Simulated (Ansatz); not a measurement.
Crystal: FeO.

```
Fe O
1.0
    -1.60210    1.60210    2.08339
     1.60210   -1.60210    2.08339
     1.60210    1.60210   -2.08339
Fe O
1 1
Direct
  0.00000 0.00000 0.00000
  0.50000 0.50000 0.00000
```

The cell comes from a database or a generator and needn't be the stable form of this composition.

Base run:

```yaml
Program: Ansatz 0.2.0
Functional: PBE
Potentials_or_basis: Ansatz PAW
Cutoff: "420 eV (not typed: the program's choice for these potentials)"
k_mesh: 10 × 10 × 10
Occupations: fermi-dirac, width 0.05 eV
Spin: collinear spin, ferromagnetic start
Starting_moments: "[3.8, 0.0] μB"
Fixed_moment: 3.8 μB
```

Its results: pressure -10.9 GPa; site moments Fe +3.27; O +0.25 μB.

The run is repeated on the same cell with these changes: fixed moment from 3.8 μB to 0.8 μB; moments at the start from [3.8, 0.0] to [0.8, 0.0]. What comes out?

Pressure -24.5 GPa; site moments Fe +0.75; O +0.01 μB.

Caveats: the total moment is fixed, so each spin has its own Fermi level; a cell with one magnetic atom can't hold antiferromagnetic order, which such compounds often take; the thresholds are loose for stress.
